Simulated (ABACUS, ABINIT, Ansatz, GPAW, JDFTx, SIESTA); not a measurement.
Te: programs and potentials compared

```
Te
1.0
     4.45400    0.00000    0.00000
    -2.22700    3.85728    0.00000
     0.00000    0.00000    5.92400
Te
3
Direct
  0.72636 0.72628 0.99901
  0.00652 0.27843 0.67379
  0.27379 0.01099 0.33305
```

Atoms were shifted at random by some hundredths of an Å from the given cell, which wasn't relaxed again for these runs.

Alike in all runs: task single point; functional PBEsol; k mesh 7 × 7 × 5; occupations fermi-dirac, width 0.05 eV; no spin polarisation; no spin-orbit coupling. Pressure is positive in compression and, in plane waves, holds the error of the finite cutoff.

```json
{"program and potentials": "Ansatz, all-electron LAPW, scalar-relativistic", "plane-wave cutoff (eV)": "-", "notes": "-", "pressure (GPa)": "-1.26", "largest force (eV/Å)": "0.189", "energy over the undisturbed cell (meV/atom)": "-"}
{"program and potentials": "SIESTA, files PseudoDojo sr-pbesol-0.4.1-standard, DZP (energy shift 0.003 Ry; two zetas on semicore shells)", "plane-wave cutoff (eV)": "-", "notes": "atomic basis; 16 valence electrons an atom on average", "pressure (GPa)": "-0.05", "largest force (eV/Å)": "0.542", "energy over the undisturbed cell (meV/atom)": "-5.64"}
{"program and potentials": "GPAW, PAW data sets generated for this functional", "plane-wave cutoff (eV)": "600", "notes": "6 valence electrons an atom on average", "pressure (GPa)": "-1.65", "largest force (eV/Å)": "0.183", "energy over the undisturbed cell (meV/atom)": "1.74"}
{"program and potentials": "JDFTx, PseudoDojo-SR-PBEsol-0.4.1-standard with smoothed tails", "plane-wave cutoff (eV)": "1088", "notes": "16 valence electrons an atom on average", "pressure (GPa)": "-1.15", "largest force (eV/Å)": "0.206", "energy over the undisturbed cell (meV/atom)": "-"}
{"program and potentials": "ABINIT, PseudoDojo NC SR PBEsol v0.4.1 standard", "plane-wave cutoff (eV)": "1088", "notes": "16 valence electrons an atom on average", "pressure (GPa)": "-1.15", "largest force (eV/Å)": "0.206", "energy over the undisturbed cell (meV/atom)": "-"}
{"program and potentials": "ABACUS, PseudoDojo NC SR 0.4.1 PBEsol standard, plane waves", "plane-wave cutoff (eV)": "1129", "notes": "16 valence electrons an atom on average", "pressure (GPa)": "-1.15", "largest force (eV/Å)": "0.203", "energy over the undisturbed cell (meV/atom)": "0.47"}
```

Force on atom 2 (Te), eV/Å:

```tsv
program and potentials	x	y	z
Ansatz, all-electron LAPW, scalar-relativistic	-0.045	0.019	-0.183
SIESTA, files PseudoDojo sr-pbesol-0.4.1-standard, DZP (energy shift 0.003 Ry; two zetas on semicore shells)	-0.273	0.422	-0.201
GPAW, PAW data sets generated for this functional	-0.029	-0.008	-0.180
JDFTx, PseudoDojo-SR-PBEsol-0.4.1-standard with smoothed tails	-0.069	0.065	-0.183
ABINIT, PseudoDojo NC SR PBEsol v0.4.1 standard	-0.069	0.064	-0.183
ABACUS, PseudoDojo NC SR 0.4.1 PBEsol standard, plane waves	-0.066	0.060	-0.182
```

The pressure spans -1.65 (GPAW, PAW data sets generated for this functional) to -0.05 GPa (SIESTA, files PseudoDojo sr-pbesol-0.4.1-standard, DZP (energy shift 0.003 Ry; two zetas on semicore shells)), with all-electron results at -1.26. Rows in atomic bases carry the error of their basis and grid, which can be large.

The functional is the same throughout but for its coding, so the spread measures potentials, basis and numerics; runs on potential files found faulty are left out.
